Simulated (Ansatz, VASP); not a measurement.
## Two plane-wave programs on SnO2

```xyz
12
Lattice="-3.2489 3.4145 3.4140 3.2489 -3.4145 3.4140 3.2489 3.4145 -3.4140" Properties=species:S:1:pos:R:3 pbc="T T T"
Sn   -1.6244    1.7072    1.7070
Sn    1.6244    1.7072    1.7070
Sn    3.2489   -1.7072    1.7316
Sn    0.0000    5.1217    1.6824
O     1.6068    1.7072    3.7998
O    -1.6068    1.7072    3.7998
O     0.0000    0.3858    1.6793
O     0.0000    3.0287    1.6793
O     3.2489    0.3858    1.7347
O     4.8557    1.7072   -0.3858
O     3.2489    3.0287    1.7347
O     1.6421    1.7072   -0.3858
```

The cell is a database's computed one.

Alike in both runs: task band structure; functional PBE; k mesh 5 × 5 × 5; occupations fermi-dirac, width 0.05 eV; no spin polarisation.

|  | VASP | Ansatz |
| --- | --- | --- |
| version | VASP 6.6.1 | Ansatz 0.2.0 |
| potentials or method | VASP PAW PBE potentials, release 64 (Sn_d, O) | Ansatz PAW |
| plane-wave cutoff (eV) | 520 | 420 |
| valence electrons in the cell | 104 | 104 |

VASP gave:

* gap on the k mesh at the Fermi level (eV): 0.61
* least direct gap on the mesh (eV): 0.61
* gap along the band path (eV): 0.61
* pressure (GPa): -0.3
* largest component of the traceless stress (GPa): 0.36
* rms of the force components (eV/Å): 0.022

**Question.** Which values does Ansatz return?

**Answer.** gap on the k mesh at the Fermi level (eV): 0.63; least direct gap on the mesh (eV): 0.63; gap along the band path (eV): 0.63; pressure (GPa): -0.8; largest component of the traceless stress (GPa): 0.56; rms of the force components (eV/Å): 0.026.

Atom by atom the forces differ by 0.007 eV/Å (rms over components).

Caveats: spin-orbit coupling is left out, which moves the levels of the heavy elements; the pressure holds a Pulay correction of +0.8 GPa for the finite cutoff (Ansatz). Expect the measured gap to be larger: semilocal functionals such as PBE lack the derivative discontinuity.
